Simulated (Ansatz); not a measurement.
Runs of Ansatz 0.2.0 on Te2Mo. It takes space group P6_3/mmc (No. 194, hexagonal). The conventional cell has a = 3.518 Å, b = 3.518 Å, c = 13.974 Å, α = 90.00°, β = 90.00°, γ = 120.00°. Te (site symmetry 3m) is surrounded by 3 Mo at 2.72 Å. Mo (site symmetry -6m2) is surrounded by 6 Te at 2.72 Å. 

```tsv
task	level	cell	cutoff (eV)	target pressure (GPa)	points for each segment of the path	gap on the mesh (eV)	pressure (GPa)	largest force (eV/Å)
relaxation of cell and atoms	r2SCAN	relaxed to 30 GPa	500	30	-	none	30.0	-
relaxation of cell and atoms	r2SCAN	relaxed to 5 GPa	500	5	-	(a)	5.0	-
band structure	LDA	as given	420	-	14	0.76	-3.0	0.29
band structure	PBEsol	as given	420	-	14	0.76	(b)	0.09
relaxation of cell and atoms	r2SCAN	relaxed	500	0	-	1.06	0.0	-
relaxation of cell and atoms	r2SCAN	relaxed to 20 GPa	500	20	-	none	20.0	-
relaxation of cell and atoms	r2SCAN	relaxed to 2 GPa	500	2	-	0.90	2.0	-
band structure	BLYP	as given	420	-	14	0.82	9.1	0.46
band structure	PBE	as given	420	-	14	0.78	2.9	0.17
band structure	RPBE	as given	420	-	14	0.81	4.9	0.26
band structure	r2SCAN	as given	500	-	14	0.89	2.2	0.08
band structure	revPBE	as given	420	-	14	0.80	4.3	0.23
```

Alike in all rows: potentials or basis Ansatz PAW; no spin polarisation; k mesh 9 × 9 × 2; smearing fermi-dirac 0.05 eV.

Task: Fill in the values left out.

Result: (a) 0.74; (b) -1.1.

Caveats: the PAW data sets come from PBE, with cores solved anew for the run's functional, which leaves a small shift of forces and pressure (some runs); spin-orbit coupling is left out, which moves the levels of the heavy elements (some runs); the k mesh misses the band edges, so the gap on the mesh is wider than the one along the path (some runs); the plane-wave basis is chosen anew once the cell has moved, so the energies of steps on either side of that aren't comparable (some runs); this functional lacks dispersion, which binds the layers, so the pressure and a relaxed spacing across them are unreliable (some runs); odd divisions of the mesh miss points on the zone boundary, where band edges often lie, so the gap on the mesh can be too wide (some runs).

A k mesh can miss the band edges, and the runs leave out spin-orbit coupling on Mo, Te.

A gap of «none» marks a metal or a gap under the smearing width.
